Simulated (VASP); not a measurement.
BeTe in VASP 6.6.1, single-point calculation

INCAR

```
EDIFF = 1E-7
LASPH = .TRUE.
ISYM = 0
ISIF = 2
LWAVE = .FALSE.
LREAL = .FALSE.
SIGMA = 0.3
PREC = Accurate
GGA = PE
ENCUT = 520
ISMEAR = 0
IBRION = -1
NSW = 0
NELM = 120
LCHARG = .FALSE.
NBANDS = 11
```

KPOINTS

```
KPOINTS created by Atomic Simulation Environment
0
Gamma
4 4 4
0 0 0
```

POSCAR

```
Be Te
 1.0000000000000000
     0.0000000000000000    2.8569098617000002    2.8069998381999999
     2.8569098617000002    0.0000000000000000    2.8069998381999999
     2.8569098617000002    2.8569098617000002    0.0000000000000000
 Be  Te
   1   1
Cartesian
  0.0000000000000000  0.0000000000000000  0.0000000000000000
  1.4284549308499999  1.4284549308499999  1.4034999190999997
```

The recommended PBE PAW datasets give the neutral cell 8 valence electrons.

Command

```
mpirun -np 1 vasp_std
```

OSZICAR

```
N       E                     dE             d eps       ncg     rms          rms(c)
DAV:   1     0.190397949735E+02    0.19040E+02   -0.32514E+03   792   0.581E+02
DAV:   2    -0.653384824817E+01   -0.25574E+02   -0.24074E+02  1029   0.911E+01
DAV:   3    -0.765143677252E+01   -0.11176E+01   -0.11157E+01  1041   0.200E+01
DAV:   4    -0.766248940043E+01   -0.11053E-01   -0.11051E-01   980   0.226E+00
DAV:   5    -0.766270810568E+01   -0.21871E-03   -0.21870E-03   990   0.302E-01    0.386E+00
DAV:   6    -0.757348924273E+01    0.89219E-01   -0.97520E-02   939   0.126E+00    0.235E+00
DAV:   7    -0.754559935874E+01    0.27890E-01   -0.94728E-02   957   0.135E+00    0.430E-01
DAV:   8    -0.754656009577E+01   -0.96074E-03   -0.57710E-03   909   0.434E-01    0.685E-02
DAV:   9    -0.754684477593E+01   -0.28468E-03   -0.33532E-04   950   0.107E-01    0.281E-02
DAV:  10    -0.754691089723E+01   -0.66121E-04   -0.81470E-05   920   0.461E-02    0.147E-02
DAV:  11    -0.754691387077E+01   -0.29735E-05   -0.28349E-06   966   0.100E-02    0.866E-03
DAV:  12    -0.754691593565E+01   -0.20649E-05   -0.41092E-06   861   0.113E-02    0.294E-03
DAV:  13    -0.754691598637E+01   -0.50725E-07   -0.23030E-08   982   0.103E-03
   1 F= -.75469160E+01 E0= -.75469158E+01  d E =-.313918E-06
```

Standard output (part)

```
POSCAR found type information on POSCAR BeTe
 POSCAR found :  2 types and       2 ions
 LDA part: xc-table for (Slater+PW92), standard interpolation
 POSCAR, INCAR and KPOINTS ok, starting setup
 WAVECAR not read
 entering main loop
```

From OUTCAR

```
k-points           NKPTS =     36   k-points in BZ     NKDIM =     36   number of bands    NBANDS=     11

   NELECT =       8.0000    total number of electrons

   dimension x,y,z NGX =    30 NGY =   30 NGZ =   30
   dimension x,y,z NGXF=    60 NGYF=   60 NGZF=   60

  energy-cutoff  :      520.00
  volume of cell :       45.82
      direct lattice vectors                 reciprocal lattice vectors
     0.000000000  2.856909862  2.806999838    -0.175014272  0.175014272  0.178126124
     2.856909862  0.000000000  2.806999838     0.175014272 -0.175014272  0.178126124
     2.856909862  2.856909862  0.000000000     0.175014272  0.175014272 -0.178126124

 k-points in reciprocal lattice and weights: KPOINTS created by Atomic Simulation Env
   0.00000000  0.00000000  0.00000000       0.016
   0.25000000  0.00000000  0.00000000       0.031
   0.00000000  0.00000000 -0.25000000       0.031
   0.00000000  0.25000000  0.00000000       0.031
   0.25000000  0.25000000  0.25000000       0.031
   0.50000000  0.00000000  0.00000000       0.016
   0.00000000  0.00000000  0.50000000       0.016
   0.00000000  0.50000000  0.00000000       0.016
   ...

 E-fermi :   5.8421

 k-point     1 :       0.0000    0.0000    0.0000
  band No.  band energies     occupation
      1      -7.2936      2.00000
      2       4.8048      2.00000
      3       4.8048      2.00000
      4       4.8948      1.99999
      5       8.4298      0.00000
      6       8.4667      0.00000
      7       8.4667      0.00000
      8       8.4670      0.00000
      9      13.1085      0.00000
     10      14.8475      0.00000
     11      15.1743      0.00000

 k-point     2 :       0.2500    0.0000    0.0000
  band No.  band energies     occupation
      1      -6.7595      2.00000
      2       1.5986      2.00000
      3       4.1331      2.00000
      4       4.2409      2.00000
      5       8.0772      0.00000
      6       9.2913      0.00000
      7       9.3208      0.00000
      8      11.7282      0.00000
      9      13.7761      0.00000
     10      13.8016      0.00000
     11      13.9669      0.00000

 k-point     3 :       0.0000    0.0000   -0.2500
  band No.  band energies     occupation
      1      -6.7595      2.00000
      2       1.5986      2.00000
      3       4.1331      2.00000
      4       4.2409      2.00000
      5       8.0772      0.00000
      6       9.2913      0.00000
      7       9.3208      0.00000
      8      11.7282      0.00000
      9      13.7761      0.00000
     10      13.8016      0.00000
     11      13.9669      0.00000

 k-point     4 :       0.0000    0.2500    0.0000
  band No.  band energies     occupation
      1      -6.7595      2.00000
      2       1.5986      2.00000
      3       4.1331      2.00000
      4       4.2409      2.00000
      5       8.0772      0.00000
      6       9.2913      0.00000
      7       9.3208      0.00000
      8      11.7282      0.00000
      9      13.7761      0.00000
     10      13.8016      0.00000
     11      13.9669      0.00000

 k-point     5 :       0.2500    0.2500    0.2500
  band No.  band energies     occupation
      1      -6.7595      2.00000
      2       1.5986      2.00000
      3       4.1331      2.00000
      4       4.2409      2.00000
      5       8.0772      0.00000
      6       9.2913      0.00000
      7       9.3208      0.00000
      8      11.7282      0.00000
      9      13.7761      0.00000
     10      13.8016      0.00000
     11      13.9669      0.00000

 ...

  Total       -0.0790148     -0.0790149      0.2140668      0.0000005     -0.0000005     -0.0000008
  in kB       -2.7628264     -2.7628281      7.4850458      0.0000182     -0.0000188     -0.0000283
  external PRESSURE =       0.6531305 kB  Pullay stress =       0.0000000 kB

 POSITION                                       TOTAL-FORCE (eV/Angst)
 -----------------------------------------------------------------------------------
      0.00000      0.00000      0.00000         0.000000      0.000000     -0.000000
      1.42845      1.42845      1.40350        -0.000000     -0.000000      0.000000
 -----------------------------------------------------------------------------------
    total drift:                               -0.000000      0.000000     -0.000000

  FREE ENERGIE OF THE ION-ELECTRON SYSTEM (eV)
  ---------------------------------------------------
  free  energy   TOTEN  =        -7.5469159864 eV

  energy  without entropy=       -7.5469156725  energy(sigma->0) =       -7.54691583
```

It converged. Results: gap between bands v and c on the k mesh 1.89 eV; least direct gap on the k mesh 3.54 eV; pressure 0.1 GPa. Band v is the last that the valence electrons fill when counted band by band, and c is the next.

These settings aren't sound, so the numbers aren't properties of the crystal.

On sound settings PBE gives a gap of 1.90 eV on its mesh and a pressure of -0.4 GPa for the intended cell.

The run took about 16 s on one core of a shared host (Intel Xeon Platinum 8488C) and held 0.17 GiB at most.
